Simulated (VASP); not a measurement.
Here is a VASP 6.6.1 calculation.

Contents of INCAR:

```
SYSTEM = Tl
PREC = Accurate
ENCUT = 520
EDIFF = 1E-6
ISMEAR = 0
SIGMA = 0.05
LREAL = .FALSE.
LASPH = .TRUE.
NELM = 80
ALGO = Normal
ISIF = 2
LWAVE = .FALSE.
LCHARG = .FALSE.
LDIPOL = .TRUE.
IDIPOL = 3
DIPOL = 0.5 0.5 0.500
GGA = PE
IVDW = 4
IBRION = 2
NSW = 60
EDIFFG = -0.01
```

File KPOINTS:

```
regular mesh
0
G
  9 9 1
  0 0 0
```

POSCAR

```
Tl
1.0
    3.4559983565      0.0000000000      0.0000000000
   -1.7279991782      2.9929823722      0.0000000000
    0.0000000000      0.0000000000     20.5250000000
Tl
3
Selective dynamics
Direct
    0.3333333333      0.6666666666      0.3654080390  F F F
    0.6666666667      0.3333333334      0.5000000000  T T T
    0.3333333333      0.6666666666      0.6345919610  T T T
```

Potentials or basis: VASP PAW PBE potentials, release 64 (Tl_d).

Command:

```bash
$ cat potpaw_PBE.64/Tl_d/POTCAR > POTCAR
$ mpirun -np 1 vasp_std > vasp.out
```

Problem. Predict the band gap on the k mesh.

Solution. None (metal or under the smearing width).

Problem. Predict the dispersion energy per atom.

Solution. -0.233 eV.

Final structure:
```
CELL_PARAMETERS angstrom
3.45600 0.00000 0.00000
-1.72800 2.99298 0.00000
0.00000 0.00000 20.52500
ATOMIC_POSITIONS crystal
Tl 0.33333 0.66667 0.36541
Tl 0.66667 0.33333 0.50342
Tl 0.33333 0.66667 0.64137
```

The run has no spin-orbit coupling, so splittings on Tl are missing.
